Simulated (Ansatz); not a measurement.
Te2Mo in Ansatz: the effect of Hubbard term

Te2Mo, a slab with vacuum:

```
CELL_PARAMETERS angstrom
3.56138 0.00000 0.00000
-1.78069 3.08425 0.00000
0.00000 0.00000 38.99027
ATOMIC_POSITIONS crystal
Te 0.33333 0.66667 0.32822
Te 0.33333 0.66667 0.95182
Te 0.66667 0.33333 0.14008
Te 0.66667 0.33333 0.76363
Te 0.66667 0.33333 0.04818
Te 0.66667 0.33333 0.67178
Te 0.33333 0.66667 0.23637
Te 0.33333 0.66667 0.85992
Mo 0.66667 0.33333 0.28234
Mo 0.66667 0.33333 0.90586
Mo 0.33333 0.66667 0.09414
Mo 0.33333 0.66667 0.71766
```

Alike in all runs:

* Program: Ansatz 0.2.0
* Task: single point
* Functional: PBEsol
* Potentials or basis: Ansatz PAW
* Cutoff: 420 eV (not typed: the program's choice for these potentials)
* k mesh: 7 × 7 × 1
* Occupations: fermi-dirac, width 0.05 eV
* Spin: no spin polarisation
* Hubbard projectors: ortho-atomic (the default)
* Double counting: fll (the default)

```csv
Hubbard term,largest force (eV/Å)
none,0.18
Mo d U = 2 eV,?
Mo d U = 3 eV,0.23
Mo d U = 4 eV,0.25
```

Q: What does the run with Hubbard term Mo d U = 2 eV give?

A: Largest force 0.21 eV/Å.

Worked out: A straight line through the other rows of the largest force, of slope 0.0173 eV/Å per eV, gives 0.21 eV/Å, against the run's 0.21.

Caveats: the PAW data sets come from PBE, with cores solved anew for the run's functional, which leaves a small shift of forces and pressure; the U is typed as a test and isn't derived for this compound (some runs).
